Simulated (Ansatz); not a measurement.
Start from Sb2Te3 in the Bi2Te3 type structure (space group R-3m, No. 166; a = 4.286 Å, c = 30.930 Å (hexagonal axes)).

Calculations: r2SCAN+rVV10 (Ansatz, a quantum-chemistry and plane-wave program), no SOC.

One change was made to it. Results:

| quantity | base | after |
|---|---|---|
| shortest interatomic distance | 3.001 Å | 2.954 Å |
| c/a ratio | 7.217 | 7.016 |
| band gap | 0.27 eV | zero |
| density | 6.34 g/cm³ | 7.06 g/cm³ |

Question: What was done to the base?
A. pressure 5 GPa
B. pressure 0.7 GPa
C. pressure 10 GPa

Answer: A, pressure 5 GPa. For comparison, the shortest interatomic distance in the other runs: pressure 0.7 GPa gives 2.994 Å; pressure 10 GPa gives 2.915 Å.

A case with no gap was solved on a k-mesh chosen for an insulator, which is coarse for it. With Sb and Te present, leaving out spin-orbit coupling can change the band edges. Load acts through the strain it causes; cell and atoms are relaxed under it. Whether these cells are dynamically stable was not tested. No other phases were tried under pressure. The final runs are not spin-polarised. The zero or small gap of Sb2Te3 can change with the level of theory.
